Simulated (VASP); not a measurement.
# KF (Carobbiite) (Fm-3m) in VASP: notebook

The runs below take KF (Carobbiite) through single point, with PBEsol.

All numbers are computed with VASP 6.6.1; they aren't measurements. Logs are shortened: lines on timing, memory, paths and dates and some standing lists are left out, and cuts for length are marked.

## (1) Starting point

The structure is cubic, space group Fm-3m (No. 225). The conventional cell has a = 5.344 Å, b = 5.344 Å, c = 5.344 Å, α = 90.00°, β = 90.00°, γ = 90.00°. K (site symmetry m-3m) has 6 F at 2.67 Å as nearest neighbours. Around F (site symmetry m-3m) lie 6 K at 2.67 Å.

## (2) Single point, PBEsol

File INCAR:

```
ADDGRID = F
ALGO = Normal
EDIFF = 1E-6
ENCUT = 340
GGA = PS
ISIF = 2
ISMEAR = 0
LASPH = T
LCHARG = F
LREAL = F
LWAVE = F
NBANDS = 15
NELM = 100
PREC = Accurate
SIGMA = 0.05
```

File KPOINTS:

```
k-points
0
Gamma
  8 8 8
```

File POSCAR:

```
KF
1.0
    0.0000000000      2.6718500000      2.6718500000
    2.6718500000      0.0000000000      2.6718500000
    2.6718500000      2.6718500000      0.0000000000
K F
1 1
Direct
    0.0000000000      0.0000000000      0.0000000000
    0.5000000000      0.5000000000      0.5000000000
```

Potentials or basis: VASP PAW PBE potentials, release 64 (K_sv, F).

The run is started by

```sh
cat potpaw_PBE.64/K_sv/POTCAR potpaw_PBE.64/F/POTCAR > POTCAR
mpirun -np 1 vasp_std > vasp.out
```

OUTCAR:

```text
EDIFF = 1E-6
   ENCUT = 340
   GGA = PS
   ISIF = 2
   ISMEAR = 0
   LASPH = T
   LREAL = F
   NELM = 100
   PREC = Accurate

 Found     29 irreducible k-points:

 Following reciprocal coordinates:
            Coordinates               Weight
  0.000000  0.000000  0.000000      1.000000
  0.125000  0.000000  0.000000      8.000000
  0.250000  0.000000  0.000000      8.000000
  0.375000  0.000000  0.000000      8.000000
  0.500000  0.000000  0.000000      4.000000
  0.125000  0.125000  0.000000      6.000000
   k-points           NKPTS =     29   k-points in BZ     NKDIM =     29   number of bands    NBANDS=     15
   number of dos      NEDOS =    301   number of ions     NIONS =      2
   total plane-waves  NPLWV =  13824
   dimension x,y,z NGX =    24 NGY =   24 NGZ =   24
   dimension x,y,z NGXF=    48 NGYF=   48 NGZF=   48
   ions per type =               1   1
   NGX,Y,Z   is equivalent  to a cutoff of  10.56, 10.56, 10.56 a.u.
   NGXF,Y,Z  is equivalent  to a cutoff of  21.12, 21.12, 21.12 a.u.
 SYSTEM =  unknown system
   PREC   = accura    normal or accurate (medium, high low for compatibility)
   ISTART =      0    job   : 0-new  1-cont  2-samecut
   ICHARG =      2    charge: 1-file 2-atom 10-const
   ISPIN  =      1    spin polarized calculation?
   LNONCOLLINEAR =      F non collinear calculations
   LSORBIT =      F    spin-orbit coupling
   LASPH  =      T    aspherical Exc in radial PAW
   ENCUT  =  340.0 eV  24.99 Ry    5.00 a.u.   5.68  5.68  5.68*2*pi/ulx,y,z
   NELM   =    100;   NELMIN=  2; NELMDL= -5     # of ELM steps
   EDIFF  = 0.1E-05   stopping-criterion for ELM
   LREAL  =      F    real-space projection
   EDIFFG = 0.1E-04   stopping-criterion for IOM
   NSW    =      0    number of steps for IOM
   IBRION =     -1    ionic relax: 0-MD 1-quasi-New 2-CG
   NFREE  =      0    steps in history (QN), initial steepest desc. (CG)
   ISIF   =      2    stress and relaxation
   ISYM   =      2    0-nonsym 1-usesym 2-fastsym
   POTIM  = 0.5000    time-step for ionic-motion
   TEBEG  =    0.0;   TEEND  =   0.0 temperature during run
   PSTRESS=    0.0 pullay stress
   NELECT =      16.0000    total number of electrons
   NUPDOWN=      -1.0000    fix difference up-down
   EMIN   =  10.00;   EMAX   =-10.00  energy-range for DOS
   EFERMI =   0.00;   METHOD = LEGACY
   ISMEAR =     0;   SIGMA  =   0.05  broadening in eV -4-tet -1-fermi 0-gaus
   EFERMI_NEDOS =   21; number of points for ismear=-14 and -15
   IALGO  =     38    algorithm
   IMIX   =      4    mixing-type and parameters
     AMIX     =   0.40;   BMIX     =  1.00
     AMIX_MAG =   1.60;   BMIX_MAG =  1.00
  volume/ion in A,a.u.               =      19.07       128.72
  Fermi-wavevector in a.u.,A,eV,Ry     =   1.225442  2.315750 20.431978  1.501708
  Thomas-Fermi vector in A             =   2.360480
   LORBIT       =      0    0 simple, 1 ext, 2 COOP (PROOUT), +10 PAW based schemes
   GGA     = PS    functional components
   LHFCALC =     F    Hartree Fock is set to
   AEXX    =    0.0000 exact exchange contribution
   IVDW    =     0    specifies the selected vdW correction
   LEPSILON=     F    determine dielectric tensor
   LRPA    =     F    only Hartree local field effects (RPA)
 non-spin polarized calculation
 Gauss-broadening in eV      SIGMA  =   0.05
  energy-cutoff  :      340.00
  volume of cell :       38.15
 maximum number of plane-waves:       560
   NGX = 11   NGY = 11   NGZ = 11

 number of electron      16.0000020 magnetization

 Free energy of the ion-electron system (eV)
  ---------------------------------------------------
  ext. energy  EPLUGINS =         0.00000000
  ---------------------------------------------------
  free energy    TOTEN  =        -8.57536169 eV

  energy without entropy =       -8.57536169  energy(sigma->0) =       -8.57536169

 E-fermi :  -2.7283     XC(G=0):  -8.5979

 val. band max:       -2.9931530235   @ k =   0.0000   0.0000   0.0000
 cond. band min:       3.1235119788   @ k =   0.0000   0.0000   0.0000
 fundamental gap:      6.1166650023
 Fermi energy:        -2.7282569633

 k-point     1 :       0.0000    0.0000    0.0000
  band No.  band energies     occupation
      1     -28.8791      2.00000
      2     -21.5203      2.00000
      3     -12.1896      2.00000
      4     -12.1896      2.00000
      5     -12.1896      2.00000
      6      -2.9932      2.00000
      7      -2.9932      2.00000
      8      -2.9932      2.00000
      9       3.1235      0.00000
     10       7.7341      0.00000
     11       7.7341      0.00000
     12       7.7341      0.00000
     13       9.4058      0.00000
     14       9.4058      0.00000
     15      13.8213      0.00000

 k-point     2 :       0.1250    0.0000    0.0000
  band No.  band energies     occupation
      1     -28.8649      2.00000
      2     -21.5342      2.00000
      3     -12.2318      2.00000
      4     -12.1950      2.00000
      5     -12.1950      2.00000
      6      -3.1439      2.00000
      7      -3.0430      2.00000
      8      -3.0430      2.00000
      9       3.5568      0.00000
     10       7.4719      0.00000
     11       7.9465      0.00000
     12       7.9465      0.00000
     13       9.5530      0.00000
     14       9.5530      0.00000
     15      14.5922      0.00000
[... 41 lines left out ...]
      3     -12.4720      2.00000
      4     -12.2264      2.00000
      5     -12.2264      2.00000
      6      -3.7872      2.00000
      7      -3.3452      2.00000
      8      -3.3452      2.00000
      9       6.0773      0.00000
     10       7.5590      0.00000
     11       9.1502      0.00000
     12       9.1502      0.00000
     13      11.4169      0.00000
     14      11.4169      0.00000
     15      13.2361      0.00000

 k-point     6 :       0.1250    0.1250    0.0000
  band No.  band energies     occupation
      1     -28.8604      2.00000
      2     -21.5387      2.00000
      3     -12.2213      2.00000
      4     -12.2213      2.00000
      5     -12.2090      2.00000
      6      -3.2519      2.00000
      7      -3.0110      2.00000
      8      -3.0109      2.00000
      9       3.6733      0.00000
     10       7.1663      0.00000
     11       8.1425      0.00000
     12       8.1425      0.00000
     13       9.5661      0.00000
     14       9.5831      0.00000
     15      14.8444      0.00000

 [... further k-points ...]

------------------------ aborting loop because EDIFF is reached ----------------------------------------

  FORCE on cell =-STRESS in cart. coord.  units (eV):
  Direction    XX          YY          ZZ          XY          YZ          ZX
  --------------------------------------------------------------------------------------
  -------------------------------------------------------------------------------------
  Total       -4.1029541     -4.1029541     -4.1029541     -0.0000000     -0.0000000      0.0000000
  in kB     -172.3221181   -172.3221181   -172.3221181     -0.0000000     -0.0000000      0.0000000
  external PRESSURE =    -172.3221181 kB  Pullay stress =       0.0000000 kB

 VOLUME and BASIS-vectors are now :
 -----------------------------------------------------------------------------
  energy-cutoff  :      340.00
  volume of cell :       38.15
      direct lattice vectors                 reciprocal lattice vectors
     0.000000000  2.671850000  2.671850000    -0.187136254  0.187136254  0.187136254
     2.671850000  0.000000000  2.671850000     0.187136254 -0.187136254  0.187136254
     2.671850000  2.671850000  0.000000000     0.187136254  0.187136254 -0.187136254

 POSITION                                       TOTAL-FORCE (eV/Angst)
 -----------------------------------------------------------------------------------
      0.00000      0.00000      0.00000         0.000000      0.000000      0.000000
      2.67185      2.67185      2.67185        -0.000000     -0.000000     -0.000000
 -----------------------------------------------------------------------------------
    total drift:                                0.000000     -0.000000      0.000000

  FREE ENERGIE OF THE ION-ELECTRON SYSTEM (eV)
  ---------------------------------------------------
  free  energy   TOTEN  =        -8.5753616891 eV

  energy  without entropy=       -8.5753616891  energy(sigma->0) =       -8.57536169
```

OSZICAR:

```text
N       E                     dE             d eps       ncg     rms          rms(c)
DAV:   1     0.737882705710E+02    0.73788E+02   -0.65039E+03   908   0.748E+02
DAV:   2    -0.690226531924E+01   -0.80691E+02   -0.76615E+02  1157   0.236E+02
DAV:   3    -0.948753707392E+01   -0.25853E+01   -0.25773E+01  1111   0.362E+01
DAV:   4    -0.955447392243E+01   -0.66937E-01   -0.66932E-01  1128   0.592E+00
DAV:   5    -0.955748108289E+01   -0.30072E-02   -0.30071E-02  1199   0.934E-01    0.521E+00
DAV:   6    -0.863560146337E+01    0.92188E+00   -0.20088E+00   919   0.113E+01    0.394E+00
DAV:   7    -0.858477644935E+01    0.50825E-01   -0.49777E-02  1129   0.192E+00    0.231E+00
DAV:   8    -0.857325566503E+01    0.11521E-01   -0.50777E-02   989   0.215E+00    0.188E-01
DAV:   9    -0.857485388634E+01   -0.15982E-02   -0.51362E-03  1066   0.568E-01    0.127E-01
DAV:  10    -0.857511561002E+01   -0.26172E-03   -0.39575E-04   968   0.166E-01    0.872E-02
DAV:  11    -0.857536348751E+01   -0.24788E-03   -0.25533E-04   891   0.109E-01    0.120E-02
DAV:  12    -0.857536044593E+01    0.30416E-05   -0.11791E-05  1101   0.275E-02    0.399E-03
DAV:  13    -0.857536170905E+01   -0.12631E-05   -0.37736E-06   933   0.142E-02    0.471E-03
DAV:  14    -0.857536168913E+01    0.19918E-07   -0.40242E-07   666   0.584E-03
   1 F= -.85753617E+01 E0= -.85753617E+01  d E =-.115338E-15
```

Run time: 7.8 s. Hardware: 1 thread of Intel Xeon Platinum 8488C (Sapphire Rapids), shared host; peak memory 0.13 GiB.

The run converged, but a check on its numbers failed (symmetry, net force, bounds or a known fault of this set-up), so they aren't taken as properties of the crystal.

Caveat: the cutoff lies under the usual one of these potentials, so the numbers hold a large basis-set error; the PAW data sets were made with another functional, which shifts forces and pressure a little.

## (3) Single point, PBEsol

INCAR, as its differences from that of step 2:

```diff
@@ -3,3 +3,3 @@
 EDIFF = 1E-6
-ENCUT = 340
+ENCUT = 900
 GGA = PS
```

File KPOINTS:

```
k-points
0
Gamma
  5 5 5
```

POSCAR is that of step 2.

Potentials or basis: VASP PAW PBE potentials, release 64 (K_sv, F).

The run is started by

```sh
cat potpaw_PBE.64/K_sv/POTCAR potpaw_PBE.64/F/POTCAR > POTCAR
mpirun -np 1 vasp_std > vasp.out
```

Run time: 15 s. Hardware: 1 thread of Intel Xeon Platinum 8488C (Sapphire Rapids), shared host; peak memory 0.23 GiB.

These settings aren't checked as converged: the numbers below hold their error.

What came out:

| Quantity | Value |
| --- | --- |
| Free energy | -8.5230 eV |
| Pressure | -0.4 GPa |
| Band gap on the k mesh | 6.03 eV, direct |

Caveat: the PAW data sets were made with another functional, which shifts forces and pressure a little.

## (4) Single point, PBEsol

INCAR, as its differences from that of step 3:

```diff
@@ -3,3 +3,3 @@
 EDIFF = 1E-6
-ENCUT = 900
+ENCUT = 400
 GGA = PS
```

File KPOINTS:

```
k-points
0
Gamma
  8 8 8
```

POSCAR is that of step 3.

Potentials or basis: VASP PAW PBE potentials, release 64 (K_sv, F).

The run is started by

```sh
cat potpaw_PBE.64/K_sv/POTCAR potpaw_PBE.64/F/POTCAR > POTCAR
mpirun -np 1 vasp_std > vasp.out
```

OUTCAR:

```text
EDIFF = 1E-6
   ENCUT = 400
   GGA = PS
   ISIF = 2
   ISMEAR = 0
   LASPH = T
   LREAL = F
   NELM = 100
   PREC = Accurate

 Found     29 irreducible k-points:

 Following reciprocal coordinates:
            Coordinates               Weight
  0.000000  0.000000  0.000000      1.000000
  0.125000  0.000000  0.000000      8.000000
  0.250000  0.000000  0.000000      8.000000
  0.375000  0.000000  0.000000      8.000000
  0.500000  0.000000  0.000000      4.000000
  0.125000  0.125000  0.000000      6.000000
   k-points           NKPTS =     29   k-points in BZ     NKDIM =     29   number of bands    NBANDS=     15
   number of dos      NEDOS =    301   number of ions     NIONS =      2
   total plane-waves  NPLWV =  21952
   dimension x,y,z NGX =    28 NGY =   28 NGZ =   28
   dimension x,y,z NGXF=    56 NGYF=   56 NGZF=   56
   ions per type =               1   1
   NGX,Y,Z   is equivalent  to a cutoff of  12.32, 12.32, 12.32 a.u.
   NGXF,Y,Z  is equivalent  to a cutoff of  24.64, 24.64, 24.64 a.u.
 SYSTEM =  unknown system
   PREC   = accura    normal or accurate (medium, high low for compatibility)
   ISTART =      0    job   : 0-new  1-cont  2-samecut
   ICHARG =      2    charge: 1-file 2-atom 10-const
   ISPIN  =      1    spin polarized calculation?
[... 71 lines left out ...]
      8      -2.9316      2.00000
      9       3.1230      0.00000
     10       7.7278      0.00000
     11       7.7278      0.00000
     12       7.7278      0.00000
     13       9.4026      0.00000
     14       9.4026      0.00000
[... 77 lines left out ...]
      2     -21.4608      2.00000
      3     -12.2181      2.00000
      4     -12.2181      2.00000
      5     -12.2054      2.00000
      6      -3.1757      2.00000
      7      -2.9502      2.00000
      8      -2.9502      2.00000
      9       3.6787      0.00000
     10       7.1599      0.00000
     11       8.1365      0.00000
     12       8.1365      0.00000
     13       9.5634      0.00000
     14       9.5810      0.00000
     15      14.8417      0.00000

 [... further k-points ...]

------------------------ aborting loop because EDIFF is reached ----------------------------------------

  FORCE on cell =-STRESS in cart. coord.  units (eV):
  Direction    XX          YY          ZZ          XY          YZ          ZX
  --------------------------------------------------------------------------------------
  -------------------------------------------------------------------------------------
  Total       -1.2698147     -1.2698147     -1.2698147      0.0000000     -0.0000000      0.0000000
  in kB      -53.3316132    -53.3316132    -53.3316132      0.0000000     -0.0000000      0.0000000
  external PRESSURE =     -53.3316132 kB  Pullay stress =       0.0000000 kB

 VOLUME and BASIS-vectors are now :
 -----------------------------------------------------------------------------
  energy-cutoff  :      400.00
  volume of cell :       38.15
      direct lattice vectors                 reciprocal lattice vectors
     0.000000000  2.671850000  2.671850000    -0.187136254  0.187136254  0.187136254
     2.671850000  0.000000000  2.671850000     0.187136254 -0.187136254  0.187136254
     2.671850000  2.671850000  0.000000000     0.187136254  0.187136254 -0.187136254

 POSITION                                       TOTAL-FORCE (eV/Angst)
 -----------------------------------------------------------------------------------
      0.00000      0.00000      0.00000         0.000000     -0.000000     -0.000000
      2.67185      2.67185      2.67185        -0.000000      0.000000      0.000000
 -----------------------------------------------------------------------------------
    total drift:                                0.000000      0.000000      0.000000

  FREE ENERGIE OF THE ION-ELECTRON SYSTEM (eV)
  ---------------------------------------------------
  free  energy   TOTEN  =        -8.5352098181 eV

  energy  without entropy=       -8.5352098181  energy(sigma->0) =       -8.53520982
```

OSZICAR:

```text
N       E                     dE             d eps       ncg     rms          rms(c)
DAV:   1     0.872679803927E+02    0.87268E+02   -0.70328E+03   870   0.847E+02
DAV:   2    -0.630239677881E+01   -0.93570E+02   -0.88435E+02  1186   0.253E+02
DAV:   3    -0.954091871470E+01   -0.32385E+01   -0.32293E+01  1136   0.419E+01
DAV:   4    -0.962253864235E+01   -0.81620E-01   -0.81616E-01  1163   0.659E+00
DAV:   5    -0.962396584005E+01   -0.14272E-02   -0.14272E-02  1208   0.685E-01    0.565E+00
DAV:   6    -0.858187798458E+01    0.10421E+01   -0.26833E+00   898   0.131E+01    0.402E+00
DAV:   7    -0.854286090328E+01    0.39017E-01   -0.58809E-02  1143   0.207E+00    0.232E+00
DAV:   8    -0.853305490037E+01    0.98060E-02   -0.49262E-02   975   0.215E+00    0.196E-01
DAV:   9    -0.853462961289E+01   -0.15747E-02   -0.45014E-03  1066   0.545E-01    0.123E-01
DAV:  10    -0.853498207995E+01   -0.35247E-03   -0.36739E-04   947   0.166E-01    0.815E-02
DAV:  11    -0.853521052475E+01   -0.22844E-03   -0.22302E-04   905   0.107E-01    0.134E-02
DAV:  12    -0.853520938691E+01    0.11378E-05   -0.10484E-05  1117   0.303E-02    0.462E-03
DAV:  13    -0.853520981813E+01   -0.43122E-06   -0.28053E-06   954   0.134E-02
   1 F= -.85352098E+01 E0= -.85352098E+01  d E =-.303596E-12
```

Run time: 11 s. Hardware: 1 thread of Intel Xeon Platinum 8488C (Sapphire Rapids), shared host; peak memory 0.15 GiB.

These settings aren't checked as converged: the numbers below hold their error.

Results:

| Quantity | Value |
| --- | --- |
| Free energy | -8.5352 eV |
| Band gap on the k mesh | 6.05 eV, direct |

Caveat: the cutoff is under 1.25 times the usual one of these potentials, so pressure, stress and relaxed cells hold a basis-set (Pulay) error; the PAW data sets were made with another functional, which shifts forces and pressure a little.
